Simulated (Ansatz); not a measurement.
# C (Fd-3m) in Ansatz: further runs

One crystal, C, is run at these levels: PBEsol, RPBE; tasks: band structure.

Everything below comes from runs of Ansatz 0.2.0. Logs are shortened: lines on timing, memory, paths and dates and some standing lists are left out, and cuts for length are marked.

**1. The crystal as given**

Symmetry: Fd-3m, No. 227, cubic system. The conventional cell has a = 3.567 Å, b = 3.567 Å, c = 3.567 Å, α = 90.00°, β = 90.00°, γ = 90.00°. Around C (site symmetry -43m) lie 4 C at 1.54 Å.

This isn't the form of C at room conditions, which is graphite.

**2. Band structure, PBEsol**

input.yaml reads:

```yaml
crystal:
  lattice:
    - [0.0, 1.78337, 1.78337]
    - [1.78337, 0.0, 1.78337]
    - [1.78337, 1.78337, 0.0]
  atoms:
    - { symbol: C, position: [0.75, 0.75, 0.75] }
    - { symbol: C, position: [0.5, 0.5, 0.5] }
hamiltonian:
  xc: pbesol
  pseudopotentials: { kind: paw }
kpoints:
  mp_grid: { grid: [13, 13, 13] }
  band_path:
    path:
      - [[0.0, 0.0, 0.0], [0.5, 0.0, 0.5], [0.5, 0.25, 0.75], [0.375, 0.375, 0.75], [0.0, 0.0, 0.0], [0.5, 0.5, 0.5], [0.625, 0.25, 0.625], [0.5, 0.25, 0.75], [0.5, 0.5, 0.5], [0.375, 0.375, 0.75]]
      - [[0.625, 0.25, 0.625], [0.5, 0.0, 0.5]]
    npoints: 14
scf:
  occupations: { method: fermi_dirac, width: 0.05 }
  n_extra_bands: 6
output:
  forces: true
  stress: true
  eigenvalues: true
  fatbands: false
```

Potentials or basis: Ansatz PAW.

On the command line:

```console
> ansatz run input.yaml --threads 2 --pin off --max-ram 5632MiB --backend cpu --events-out ev --progress --plain --runs-dir out
```

The log of the run:

```text
Warning: RAYON_NUM_THREADS=2 ignored (pool sized by the plan → 2); use --threads N
scf.n_extra_bands = 6 over 4 filled bands (N_el = 8.0): the run solves 10 bands
Engine: ansatz 0.2.0, aarch64-unknown-linux-gnu
Pseudopotentials: kind: paw
Pseudopotential: C, paw, valence charge 4, recommended cutoff 420 eV (normal), C.paw.azcp
Functional definition: PBEsol
  exchange = pbesol_x
  correlation = pbesol_c
Crystal: 2 atoms, lattice volume = 11.344 Å³
Basis set: ecut = 420 eV, 229 PW (Γ), exchange–correlation on 36×36×36 points (8 copies of the dense FFT grid, shifted against one another)
Bands: 10, of which v1, the nominal top of the filled ones, is band 4 counted from 1 (3 counted from 0)
Symmetry: 48 space group operations
Space group: Fd-3m (ITA 227), of the structure as read, at distance tolerance 2.2e-5 Å
k-points: 84 of 2197
Non-local potential: C, projectors of the file, l = 0: 2, l = 1: 2, l = 2: 1
PAW form: soft (Blöchl's): semilocal exchange-correlation on the pseudo side does not see the compensation charge
PAW frozen core: C, regenerated for the run's functional, and the local potential with it (the file was generated under x = pbe(κ = 0.804, μ = 0.2195149727645171), c = pbe(β = 0.06672455060314922))
PAW one-centre angular grid: C, 110 points (default); XC on 64 Gauss nodes
Initial density: superposition of atomic densities (neutral atoms: chi_scale 0, normalization atom), corrected by the library's trained network
Initial wavefunctions: pseudopotential atomic-orbital guess
Functional: x = pbesol(κ = 0.804, μ = 0.12345679012345678), c = pbesol(β = 0.046)
SCF iter   1: F=—  HF=-493.334806 eV  |F-HF|=—  |Δ(HF+E_count)|=         —  Δρ=5.36e-3  dr2=2.68e-3  ethr=1.77e-3  ⟨swp⟩=4.7  Hψ=4865  notcnv=0  defer=2
preconditioner: auto → none  [insulator: Δε(μ)=3.992 eV  Ē_g=23.124 eV  σ=0.050 eV  W_gap=1.00  n_scr=0 (ndim 8)  ℏωp=31.2 eV  f_vac=0.000  D(μ)=0.00/eV (n_scr^D=0)  ε∞_Penn≈2.8]
SCF iter   2: F=—  HF=-493.334134 eV  |F-HF|=—  |Δ(HF+E_count)|=   6.71e-4  Δρ=2.21e-3  dr2=4.57e-4  ethr=3.35e-5  ⟨swp⟩=1.0  Hψ=1515  notcnv=0  defer=47
SCF iter   3: F=—  HF=-493.334049 eV  |F-HF|=—  |Δ(HF+E_count)|=   8.51e-5  Δρ=2.04e-4  dr2=2.76e-6  ethr=5.72e-6  ⟨swp⟩=2.0  Hψ=1018  notcnv=0  defer=47
SCF iter   4: F=—  HF=-493.334050 eV  |F-HF|=—  |Δ(HF+E_count)|=   4.17e-7  Δρ=3.67e-5  dr2=1.01e-7  ethr=3.45e-8  ⟨swp⟩=2.0  Hψ=1019  notcnv=0  defer=47
iter 5 did not close the SCF: its close was put off for the readings that it lacked (scf_convergence_deferred on its scf_iter line)
SCF iter   5: F=-493.334050 eV  HF=-493.334050 eV  |F-HF|=5.93e-10  |Δ(HF+E_count)|=   3.85e-8  Δρ=4.66e-6  dr2=1.30e-9  ethr=1.27e-9  ⟨swp⟩=2.0  Hψ=1018  notcnv=0  defer=47
SCF iter   6: F=-493.334050 eV  HF=-493.334050 eV  |F-HF|=5.68e-14  |Δ(HF+E_count)|=  4.48e-10  Δρ=5.39e-8  dr2=1.39e-13  ethr=1.63e-11  ⟨swp⟩=3.8  Hψ=3476  notcnv=0
SCF 1 converged in 6 iterations: F = -493.334050 eV  dr2 = 1.39e-13
NSCF: frozen V_eff on 142 k-points
SCF converged after 6 iterations
Free energy (F): -493.334050 eV
Harris-Foulkes:  -493.334050 eV  (|F-HF|=5.68e-14)
Internal energy: -493.334050 eV  (E = F + TS)
E sigma→0 (E₀):  -493.334050 eV
Fermi energy:    15.278187 eV
--- Per-component energies (eV) ---
  E_band       = 34.279952
  E_kinetic    = 183.916038
  E_local      = -121.632727  (includes V_loc(G=0)·N_el)
  E_nonlocal   = 53.371220
  E_hartree    = 26.306172
  E_xc         = -96.718894
  E_vxc        = -120.434145  (∫ρ·V_xc dr)
  E_paw        = -190.656715  (= ΣΔE_a)
  E_vpaw       = -13.552796  (= ΣTr[D̂ρ^β])
  E_aug_tail   = 0.000019  (compensation charges beyond the density's cutoff)
  E_ewald      = -347.961363
  E_core_change = 0.042201  (= ΣΔE_core)
  E_smearing   = -0.000000  (= −TS)
  E_closure    = 0.000000  (closes the sum)
  Σ components = -493.334050   (vs F -493.334050, Δ=0.00e0)
--- Forces (eV/Å), atoms counted from 1 ---
  atom   1  C      0.00000000    -0.00000000    -0.00000000
  atom   2  C      0.00000000    -0.00000000     0.00000000
  max |Σ_I F_I| component: 1.11e-16 eV/Å
--- Stress (GPa, compression-positive) ---
       -4.805944      -0.000000       0.000000
       -0.000000      -4.805944      -0.000000
        0.000000       0.000000      -4.805944
  P = ⅓ Tr σ = -4.8059 GPa (-48.059 kbar)
--- Band table (eV; the first three rows and the last of 84) ---
  k-point 0: bands = ["-8.2317", "13.2901", "13.2901", "13.2901", "18.8301", "18.8301", "18.8301", "26.6025", "32.2077", "39.7323"]
  k-point 1: bands = ["-8.0674", "12.2158", "13.0076", "13.0076", "19.1976", "19.1976", "19.4628", "26.7358", "32.4895", "37.6684"]
  k-point 2: bands = ["-7.5763", "9.9367", "12.3733", "12.3733", "20.0269", "20.0269", "20.4880", "27.1214", "33.1179", "36.0768"]
  k-point 83: bands = ["0.5201", "1.9734", "4.5506", "5.5380", "23.3152", "23.4459", "25.3480", "26.6209", "33.5079", "35.2724"]
```

Run time: 0.79 s. Hardware: 2 threads of Arm Neoverse V1, shared host; peak memory 0.24 GiB.

What came out:

| Item | Value |
| --- | --- |
| Free energy | -493.3340 eV |
| Pressure | -4.8 GPa |
| Band gap on the k mesh | 4.02 eV, indirect (least direct gap 5.54 eV) |
| Band gap along the path | 4.01 eV, indirect (least direct gap 5.54 eV) |

Levels at the corners of the path, in eV from the valence-band top:
| point | band 2 | band 3 | band 4 | band 5 | band 6 | band 7 |
| --- | --- | --- | --- | --- | --- | --- |
| Γ | 0.00 | 0.00 | 0.00 | 5.54 | 5.54 | 5.54 |
| X | -12.78 | -6.34 | -6.34 | 4.61 | 4.61 | 16.77 |
| W | -11.96 | -8.42 | -8.42 | 10.46 | 10.46 | 12.29 |
| K | -11.75 | -9.42 | -5.40 | 5.53 | 10.63 | 14.32 |
| Γ | 0.00 | 0.00 | 0.00 | 5.54 | 5.54 | 5.54 |
| L | -13.47 | -2.82 | -2.82 | 8.39 | 8.39 | 8.82 |
| U | -11.75 | -9.42 | -5.40 | 5.53 | 10.63 | 14.32 |
| W | -11.96 | -8.42 | -8.42 | 10.46 | 10.46 | 12.29 |
| L | -13.47 | -2.82 | -2.82 | 8.39 | 8.39 | 8.82 |
| K | -11.75 | -9.42 | -5.40 | 5.53 | 10.63 | 14.32 |
| U | -11.75 | -9.42 | -5.40 | 5.53 | 10.63 | 14.32 |
| X | -12.78 | -6.34 | -6.34 | 4.61 | 4.61 | 16.77 |

Caveat: the pressure holds a Pulay correction of +1.0 GPa for the finite cutoff; the PAW data sets come from PBE, with cores solved anew for the run's functional, which leaves a small shift of forces and pressure. PBEsol gaps usually lie below the measured ones, often by a third to a half.

**3. Band structure, RPBE**

input.yaml: that of step 2 with these lines changed.

```diff
@@ -9,3 +9,3 @@
 hamiltonian:
-  xc: pbesol
+  xc: rpbe
   pseudopotentials: { kind: paw }
```

Potentials or basis: Ansatz PAW.

On the command line:

```console
> ansatz run input.yaml --threads 2 --pin off --max-ram 5632MiB --backend cpu --events-out ev --progress --plain --runs-dir out
```

Run time: 0.81 s. Hardware: 2 threads of Arm Neoverse V1, shared host; peak memory 0.24 GiB.

Results (log left out):

```yaml
Free_energy: -504.0943 eV
Pressure: 7.9 GPa
Band_gap_on_the_k_mesh: 4.15 eV, indirect (least direct gap 5.60 eV)
Band_gap_along_the_path: 4.14 eV, indirect (least direct gap 5.60 eV)
```

Levels at the corners of the path, in eV from the valence-band top:
```tsv
point	band 1	band 2	band 3	band 4	band 5	band 6	band 7	band 8	band 9
Γ	-21.55	0.00	0.00	0.00	5.60	5.60	5.60	13.22	19.37
X	-12.84	-12.84	-6.32	-6.32	4.77	4.77	16.89	16.89	23.34
W	-12.06	-12.06	-8.33	-8.33	10.68	10.68	12.31	12.31	21.44
K	-13.07	-11.80	-9.33	-5.39	5.69	10.77	14.42	15.67	18.76
Γ	-21.55	0.00	0.00	0.00	5.60	5.60	5.60	13.22	19.37
L	-15.80	-13.41	-2.82	-2.82	8.48	8.48	8.78	15.79	22.02
U	-13.07	-11.80	-9.33	-5.39	5.69	10.77	14.42	15.67	18.76
W	-12.06	-12.06	-8.33	-8.33	10.68	10.68	12.31	12.31	21.44
L	-15.80	-13.41	-2.82	-2.82	8.48	8.48	8.78	15.79	22.02
K	-13.07	-11.80	-9.33	-5.39	5.69	10.77	14.42	15.67	18.76
U	-13.07	-11.80	-9.33	-5.39	5.69	10.77	14.42	15.67	18.76
X	-12.84	-12.84	-6.32	-6.32	4.77	4.77	16.89	16.89	23.34
```

Caveat: the pressure holds a Pulay correction of +0.9 GPa for the finite cutoff; the PAW data sets come from PBE, with cores solved anew for the run's functional, which leaves a small shift of forces and pressure.
